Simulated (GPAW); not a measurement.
## SrCl2 (1T monolayer): G0W0 on several meshes in GPAW

How does the mesh move the gap of SrCl2 (1T monolayer)?

Program: GPAW 26.7.0. Level of theory: LDA and many-body steps on it, plane waves. Results are calculated unless marked as measured.

### Step 1. The structure

The cell holds 3 atoms: 1 Sr and 2 Cl. Its edges and angles: a = 4.305 Å, b = 4.305 Å, c = 14.400 Å, α = 90.0°, β = 90.0°, γ = 120.0°. Vacuum lies along c.

Structure file:

```xyz
3
Lattice="4.3053 0.0000 0.0000 -2.1527 3.7285 0.0000 0.0000 0.0000 14.4000" Properties=species:S:1:pos:R:3
Sr    0.0000    0.0000    7.2000
Cl    0.0000    2.4857    8.5755
Cl    2.1527    1.2428    5.8245
```

The structure was relaxed with LDA. The runs that relaxed it are not among those shown.

### Step 2. Empty states on the mesh, 6×6×1 mesh, 385 bands

This step: GPAW 26.7.0; DFT, LDA, plane waves, PAW.

The sums over transitions need many empty states on a uniform mesh; this step solves for them.

Contents of run.py:

```python
import json
import numpy as np
from gpaw.mpi import world
from gpaw import GPAW

calc = GPAW('gs.gpw').fixed_density(kpts={'size': (6, 6, 1), 'gamma': True},
    parallel={'domain': 1, 'band': 1},
    txt='nscf.txt')
calc.diagonalize_full_hamiltonian(nbands=385)
calc.write('full.gpw', mode='all')
res = {}
kpts = calc.get_ibz_k_points()
res['kpts'] = kpts
res['eigenvalues'] = [calc.get_eigenvalues(kpt=k) for k in range(len(kpts))]
res['n_electrons'] = calc.get_number_of_electrons()

if world.rank == 0:
    with open('result.json', 'w') as f:
        json.dump(res, f, default=lambda x: x.tolist())
```

On the command line:

```bash
$ mpirun -n 7 gpaw python run.py
```

Numbers of over 12 decimals in the logs are rounded to 6 here.

Log:

```text
Diagonalizing LCAO Hamiltonian
Converting LCAO to pw mode
convergence criteria:
- Maximum integral of absolute [eigenst]ate change: 4e-08 eV^2 / valence electron
maximum number of iterations: 100

SCF iterations
|iter     |     time |      energy | eigst |  dens |
|iter:   1|  |             | +1.47 |       |
|iter:   2|  |             | +0.29 |       |
|iter:   3|  |             | -0.57 |       |
[...]
|iter:  38|  |             | -7.14 |       |
|iter:  39|  |             | -7.30 |       |
|iter:  40|  |             | -7.55c|       |
SCF steps: 40
  __  _  _
 | _ |_)|_||  |
 |__||  | ||/\| - 26.7.0

Input parameters:
  mode=PW(ecut=450.000000),
  convergence={'density': 1e-06, 'bands': -3},
  gpts=array([24, 24, 72]),
  kpts=MonkhorstPack(size=(6, 6, 1), gamma=True),
  maxiter=100,
  nbands=19,
  occupations=Occupations(name='fermi-dirac', width=0.001, fixmagmom=False),
  parallel={'domain': 1, 'band': 1},
  xc=XC(name='LDA')
Matrix size: 5047x5047
# Writing to full.gpw (mode='all')
  [... matrices ...]

timing:  # [seconds]
  Total: 114.162  # ━━━━━━━━━━━━━━━━━━━━━━━━━━━━━━━━━━━━━━━━━━━━━━━━━━━━━━━━━
```

Elapsed: 2.1 min, on 7 MPI ranks of Intel Xeon Platinum 8375C at 2.90GHz (Ice Lake), shared host; peak memory 12 GiB; 15 min of CPU time.

This step gave:

```yaml
gap: 5.772 eV
k_of_the_valence_top: 0.3333, -0.1667, 0
k_of_the_conduction_bottom: 0, 0, 0
least_direct_gap: 5.903 eV
k_points_computed: 7
lowest_point_of_the_top_converged_band_above_the_valence_top: 81.6551 eV
```

On this mesh the gap is 5.772 eV.

### Step 3. 6×6×1

G0W0 replaces the xc potential by the self-energy, built once from these orbitals. Only a window of levels is corrected, while the sums run over the empty bands that the input names.

This step: G0W0 on LDA, plane waves, PAW.

Contents of run.py:

```python
import json
import numpy as np
from gpaw.mpi import world
from gpaw.response.g0w0 import G0W0

gw = G0W0('full.gpw',
    filename='gw',
    kpts=[0, 2],
    bands=(10, 14),
    ecut=24,
    nbands=61,
    truncation='2D',
    integrate_gamma='sphere',
    q0_correction=True,
    frequencies={'type': 'nonlinear', 'domega0': 0.15, 'omega2': 15.0},
    eta=0.1,
    nblocksmax=True)
gw.calculate()
res = {mode: {k: v for k, v in r.items() if k != 'sigma_eskwn'}
       for mode, r in gw.all_results.items()}

if world.rank == 0:
    with open('result.json', 'w') as f:
        json.dump(res, f, default=lambda x: x.tolist())
```

On the command line:

```bash
$ mpirun -n 8 gpaw python run.py
```

Log:

```text
Using integrator: PointIntegrator
NonLinearFrequencyDescriptor(from 0.000 to 56.379 eV, 148 points)
Nonperiodic BCs:  [False False  True]
Using integrator: PointIntegrator
NonLinearFrequencyDescriptor(from 0.000 to 56.379 eV, 148 points)
Nonperiodic BCs:  [False False  True]
Applying analytical 2D correction to W:
    Evaluating Gamma point contribution to W on a 21x21x1 grid
  ___  _ _ _
 |   || | | |
 | | || | | |
 |__ ||_____|
 |___|

BZ k-points: Symmetries present (total): 12

  [... matrices ...]
36 k-points: 6 x 6 x 1 Monkhorst-Pack grid + [1/12,1/12,0.000000]
7 k-points in the irreducible part of the Brillouin zone
       k-points in crystal coordinates                weights
   0:     0.00000000    0.00000000    0.00000000          1/36
   1:     0.16666667    0.00000000    0.00000000          6/36
   2:     0.33333333   -0.16666667    0.00000000          6/36
   3:     0.33333333    0.00000000    0.00000000          6/36
   4:     0.33333333    0.33333333    0.00000000          2/36
   5:     0.50000000    0.33333333    0.00000000         12/36
   6:     0.50000000    0.50000000    0.00000000          3/36

Distributing spins, k-points and bands (1 x 2 x 4) over 1 process
Number of blocks: 8

Quasi particle states:
k-points (IBZ indices): [0, 2]
Band range: (10, 14)
  [... matrices ...]
Computational parameters:
Plane wave cut-off: 24 eV
Number of bands: 61
Coulomb cutoff: 2D
Broadening: 0.1 eV

fxc modes: GW
Kernel: RPA
Using full-frequency real axis integration
Summing all q:

Calculating screened Coulomb potential
2D Coulomb truncation
NonLinearFrequencyDescriptor(from 0.000 to 56.379 eV, 148 points)
Removing empty qpoint cache files...

Calculating chi0 body with:
    Ground state adapter containing:
    Number of spins: 1
    Number of kpoints: 36
    Number of irreducible kpoints: 7
    Number of completely occupied states: 12
    Number of partially occupied states: 12
    Occupied states memory: 7.59375 M / cpu

    Linear response parametrization:
    q_c: [1.3877787807814457e-17, 1.3877787807814457e-17, 0.0]
    Number of frequency points: 148
    Planewave cutoff: 24.0
    Number of bands: 61
    Number of planewaves: 65
    Broadening (eta): 0.1
    comm.size: 8
    kncomm.size: 1
    blockcomm.size: 8

    Memory estimate of potentially large arrays:
        chi0_wGG: 1.192665 M / cpu
Integrating chi0 body.

Symmetries of q_c:
    Direct symmetries (Uq -> q): 12
    Indirect symmetries (TUq -> q): 0
In total 12 allowed symmetries.

  [... matrices ...]
7 groups of equivalent kpoints. 80.555556% reduction.

Integral kind: spectral function
Integrating chi0 head and wings.

Symmetries of q_c:
    Direct symmetries (Uq -> q): 12
    Indirect symmetries (TUq -> q): 0
In total 12 allowed symmetries.

  [... matrices ...]
7 groups of equivalent kpoints. 80.555556% reduction.

Integral kind: spectral function wings

Calculating chi0 body with:
    Ground state adapter containing:
    Number of spins: 1
    Number of kpoints: 36
    Number of irreducible kpoints: 7
    Number of completely occupied states: 12
    Number of partially occupied states: 12
[... the further q-points ...]

Results:
f:      Occupation numbers
eps:     KS-eigenvalues [eV]
vxc:     KS vxc [eV]
exx:     Exact exchange [eV]
sigma:   Self-energies [eV]
dsigma:  Self-energy derivatives
Z:       Renormalization factors
qp:      QP-energies [eV]

k-point 0 (0): (0.000, 0.000, 0.000)                GW
band       f     eps     vxc     exx   sigma  dsigma       Z      qp
                                                                   GW
  10   1.000  -5.024 -16.863 -21.024   2.323  -0.202   0.832  -6.554
  11   1.000  -5.024 -16.863 -21.024   2.322  -0.202   0.832  -6.554
  12   0.000   0.879  -8.142  -4.005  -2.090  -0.126   0.888   2.697
  13   0.000   1.945 -11.820  -6.124  -2.286  -0.157   0.864   4.891

k-point 1 (2): (0.333, -0.167, 0.000)                GW
band       f     eps     vxc     exx   sigma  dsigma       Z      qp
                                                                   GW
  10   1.000  -5.300 -16.438 -20.639   2.311  -0.209   0.827  -6.864
  11   1.000  -4.893 -16.623 -20.840   2.319  -0.206   0.829  -6.466
  12   0.000   1.623 -11.435  -6.146  -2.162  -0.157   0.865   4.326
  13   0.000   1.948 -10.153  -5.120  -2.181  -0.149   0.870   4.430
```

Run time: 69 s. Hardware: 8 MPI ranks; peak memory 2.9 GiB.

Numbers from this step:

| Property | Result |
| --- | --- |
| G0W0 gap on the points computed | 9.163 eV |
| least direct G0W0 gap on the computed points | 9.251 eV |
| Z at the valence top | 0.8291 |
| Z at the conduction bottom | 0.8880 |
| starting gap on the mesh | 5.772 eV |
| k of the valence top | 0.3333, -0.1667, 0 |
| k of the conduction bottom | 0, 0, 0 |

The gap on the mesh goes from 5.77 eV to 9.16 eV, a correction of +3.39 eV.

### Step 4. Empty states on the mesh, 9×9×1 mesh, 71 bands

This step: DFT, LDA, plane waves, PAW.

Contents of run.py:

```python
import json
import numpy as np
from gpaw.mpi import world
from gpaw import GPAW

calc = GPAW('gs.gpw').fixed_density(kpts={'size': (9, 9, 1), 'gamma': True},
    nbands=82,
    convergence={'bands': 71},
    txt='nscf.txt')
calc.write('full.gpw', mode='all')
res = {}
kpts = calc.get_ibz_k_points()
res['kpts'] = kpts
res['eigenvalues'] = [calc.get_eigenvalues(kpt=k) for k in range(len(kpts))]
res['n_electrons'] = calc.get_number_of_electrons()

if world.rank == 0:
    with open('result.json', 'w') as f:
        json.dump(res, f, default=lambda x: x.tolist())
```

On the command line:

```bash
$ mpirun -n 8 gpaw python run.py
```

Log:

```text
Diagonalizing LCAO Hamiltonian
Converting LCAO to pw mode
convergence criteria:
- Maximum integral of absolute [eigenst]ate change: 4e-08 eV^2 / valence electron
maximum number of iterations: 100

SCF iterations
|iter     |     time |      energy | eigst |  dens |
|iter:   1|  |             | +3.80 |       |
|iter:   2|  |             | +2.46 |       |
|iter:   3|  |             | +1.41 |       |
[...]
|iter:  13|  |             | -6.78 |       |
|iter:  14|  |             | -7.22 |       |
|iter:  15|  |             | -7.64c|       |
SCF steps: 15
  __  _  _
 | _ |_)|_||  |
 |__||  | ||/\| - 26.7.0

Input parameters:
  mode=PW(ecut=450.000000),
  convergence={'bands': 71},
  gpts=array([24, 24, 72]),
  kpts=MonkhorstPack(size=(9, 9, 1), gamma=True),
  maxiter=100,
  nbands=82,
  occupations=Occupations(name='fermi-dirac', width=0.001, fixmagmom=False),
  parallel={},
  xc=XC(name='LDA')
# Writing to full.gpw (mode='all')
  [... matrices ...]

timing:  # [seconds]
  Total: 0.279  # ━━━━━━━━━━━━━━━━━━━━━━━━━━━━━━━━━━━━━━━━━━━━━━━━━━━━━━━━━━━
```

Elapsed: 44 s, on 8 MPI ranks; peak memory 1.6 GiB.

This step gave:

```yaml
gap: 5.770 eV
k_of_the_valence_top: 0.2222, 0, 0
k_of_the_conduction_bottom: 0, 0, 0
least_direct_gap: 5.903 eV
k_points_computed: 12
lowest_point_of_the_top_converged_band_above_the_valence_top: 25.25 eV
```

On this mesh the gap is 5.770 eV.

### Step 5. 9×9×1

This step: G0W0 on LDA, plane waves, PAW.

Contents of run.py:

```python
import json
import numpy as np
from gpaw.mpi import world
from gpaw.response.g0w0 import G0W0

gw = G0W0('full.gpw',
    filename='gw',
    kpts=[0, 3],
    bands=(10, 14),
    ecut=24,
    nbands=61,
    truncation='2D',
    integrate_gamma='sphere',
    q0_correction=True,
    frequencies={'type': 'nonlinear', 'domega0': 0.15, 'omega2': 15.0},
    eta=0.1,
    nblocksmax=True)
gw.calculate()
res = {mode: {k: v for k, v in r.items() if k != 'sigma_eskwn'}
       for mode, r in gw.all_results.items()}

if world.rank == 0:
    with open('result.json', 'w') as f:
        json.dump(res, f, default=lambda x: x.tolist())
```

On the command line:

```bash
$ mpirun -n 8 gpaw python run.py
```

Log:

```text
Using integrator: PointIntegrator
NonLinearFrequencyDescriptor(from 0.000 to 56.379 eV, 148 points)
Nonperiodic BCs:  [False False  True]
Using integrator: PointIntegrator
NonLinearFrequencyDescriptor(from 0.000 to 56.379 eV, 148 points)
Nonperiodic BCs:  [False False  True]
Applying analytical 2D correction to W:
    Evaluating Gamma point contribution to W on a 15x15x1 grid
  ___  _ _ _
 |   || | | |
 | | || | | |
 |__ ||_____|
 |___|

BZ k-points: Symmetries present (total): 12

  [... matrices ...]
81 k-points: 9 x 9 x 1 Monkhorst-Pack grid
12 k-points in the irreducible part of the Brillouin zone
       k-points in crystal coordinates                weights
   0:     0.00000000    0.00000000    0.00000000          1/81
   1:     0.11111111    0.00000000    0.00000000          6/81
   2:     0.22222222   -0.11111111    0.00000000          6/81
[...]
9:     0.44444444    0.00000000    0.00000000          6/81
          ...
  11:     0.44444444    0.44444444    0.00000000          6/81

Distributing spins, k-points and bands (1 x 2 x 4) over 1 process
Number of blocks: 8

Quasi particle states:
k-points (IBZ indices): [0, 3]
Band range: (10, 14)
  [... matrices ...]
Computational parameters:
Plane wave cut-off: 24 eV
Number of bands: 61
Coulomb cutoff: 2D
Broadening: 0.1 eV

fxc modes: GW
Kernel: RPA
Using full-frequency real axis integration
Summing all q:

Calculating screened Coulomb potential
2D Coulomb truncation
NonLinearFrequencyDescriptor(from 0.000 to 56.379 eV, 148 points)
Removing empty qpoint cache files...

Calculating chi0 body with:
    Ground state adapter containing:
    Number of spins: 1
    Number of kpoints: 81
    Number of irreducible kpoints: 12
    Number of completely occupied states: 12
[...]
q_c: [0.0, 0.0, 0.0]
    Number of frequency points: 148
    Planewave cutoff: 24.0
    Number of bands: 61
    Number of planewaves: 65
    Broadening (eta): 0.1
    comm.size: 8
    kncomm.size: 1
    blockcomm.size: 8

    Memory estimate of potentially large arrays:
        chi0_wGG: 1.192665 M / cpu
Integrating chi0 body.

Symmetries of q_c:
    Direct symmetries (Uq -> q): 12
    Indirect symmetries (TUq -> q): 0
In total 12 allowed symmetries.

  [... matrices ...]
12 groups of equivalent kpoints. 85.185185% reduction.

Integral kind: spectral function
Integrating chi0 head and wings.

Symmetries of q_c:
    Direct symmetries (Uq -> q): 12
    Indirect symmetries (TUq -> q): 0
In total 12 allowed symmetries.

  [... matrices ...]
12 groups of equivalent kpoints. 85.185185% reduction.

Integral kind: spectral function wings

Calculating chi0 body with:
    Ground state adapter containing:
    Number of spins: 1
    Number of kpoints: 81
    Number of irreducible kpoints: 12
    Number of completely occupied states: 12
    Number of partially occupied states: 12
    Occupied states memory: 7.59375 M / cpu

[... the further q-points ...]

Results:
f:      Occupation numbers
eps:     KS-eigenvalues [eV]
vxc:     KS vxc [eV]
exx:     Exact exchange [eV]
sigma:   Self-energies [eV]
dsigma:  Self-energy derivatives
Z:       Renormalization factors
qp:      QP-energies [eV]

k-point 0 (0): (0.000, 0.000, 0.000)                GW
band       f     eps     vxc     exx   sigma  dsigma       Z      qp
                                                                   GW
  10   1.000  -5.024 -16.863 -21.024   2.329  -0.206   0.829  -6.543
  11   1.000  -5.024 -16.863 -21.024   2.329  -0.206   0.829  -6.543
  12   0.000   0.879  -8.142  -4.006  -2.090  -0.126   0.888   2.697
[...]
k-point 1 (3): (0.222, 0.000, 0.000)                GW
band       f     eps     vxc     exx   sigma  dsigma       Z      qp
                                                                   GW
[...]
12   0.000   1.366 -10.336  -5.297  -2.175  -0.145   0.873   3.867
  13   0.000   1.980  -9.480  -5.042  -2.013  -0.140   0.878   4.108
```

It took 2.6 min on 8 MPI ranks; peak memory 3.5 GiB; 19 min of CPU time.

This step gave:

| Item | Value |
| --- | --- |
| G0W0 gap on the points computed | 9.165 eV |
| least direct G0W0 gap on the computed points | 9.240 eV |
| Z at the valence top | 0.8296 |
| Z at the conduction bottom | 0.8883 |
| starting gap on the mesh | 5.770 eV |
| k of the valence top | 0.2222, 0, 0 |
| k of the conduction bottom | 0, 0, 0 |

Against G0W0 in GPAW (6×6×1 mesh, 61 bands, screening to 24 eV, full frequency, Hilbert transform), the gap moves by +0.001 eV.

### Step 6. The runs together

Times are wall times on 8 MPI ranks of Intel Xeon Platinum 8375C at 2.90GHz (Ice Lake), shared host, good to a factor of about two.

```tsv
run	mesh	bands	screening cutoff (eV)	DFT gap (eV)	gap on the mesh (eV)	direct (eV)	time
6×6×1	6×6×1	61	24	5.772	9.163	9.251	69 s
9×9×1	9×9×1	61	24	5.770	9.165	9.240	2.6 min
```

### Step 7. Outcome

```json
{
 "6×6×1": "9.163 eV",
 "9×9×1": "9.165 eV",
 "known limits": "not at the basis limit; no spin-orbit coupling"
}
```

In words: 9×9×1: +0.001 eV against 6×6×1. Bands and cutoff are finite, so the gap is not at the basis limit. The miss can reach some tenths of an eV and take either sign; the mesh is an error of its own. These stock PAW sets were not made for GW. In the G0W0 runs levels were corrected at 2 k points alone, so a gap called «on the mesh» is the least over those, and an edge elsewhere would be missed. Mesh or cutoff lie under what a gap needs, so these runs test behaviour and cost; their gaps are not to be quoted. The many-body steps are scalar-relativistic: spin-orbit coupling is not in them.

[Paths, hosts, dates, memory and timing lines, banners, echoed tables and standing remarks are left out of the program output.]

[Logs are printed without paths, hosts, clocks, repeated set-up lines and the standing remarks that a program may print on its own settings, such as how far it seeks lower states.]

[Runs of the session that timed out or met a known fault of the program may be left out.]

[Hosts, paths, dates, database ids (printed as entryN), source tags and the programs' standing remarks are cut or masked in the printed files.]
